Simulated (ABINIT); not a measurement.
The system is ZnS (Wurtzite-2H).

```
Zn S
1.0
     3.81100    0.00000    0.00000
    -1.90550    3.30042    0.00000
     0.00000    0.00000    6.23400
Zn S
2 2
Direct
  0.66667 0.33333 0.50000
  0.33333 0.66667 0.00000
  0.66667 0.33333 0.88500
  0.33333 0.66667 0.38500
```

Base run:

```yaml
Program: ABINIT 10.8.3 (patched build)
Functional: LDA
Potentials_or_basis: PseudoDojo NC SR LDA v0.4.1 standard
Cutoff: 816 eV
k_mesh: 6 × 6 × 4
Occupations: fermi-dirac, width 0.05 eV
Spin: no spin polarisation
```

Its results: band gap on the k mesh 1.98 eV, direct; largest force 0.295 eV/Å.

Problem. The run is repeated on the same cell with these changes: functional from LDA to PBE; potentials or basis from PseudoDojo NC SR LDA v0.4.1 standard to PseudoDojo NC SR PBE v0.4.1 standard; cutoff from 816 eV to 1034 eV. What comes out?

Solution. Band gap on the k mesh 2.25 eV, direct; largest force 0.322 eV/Å.

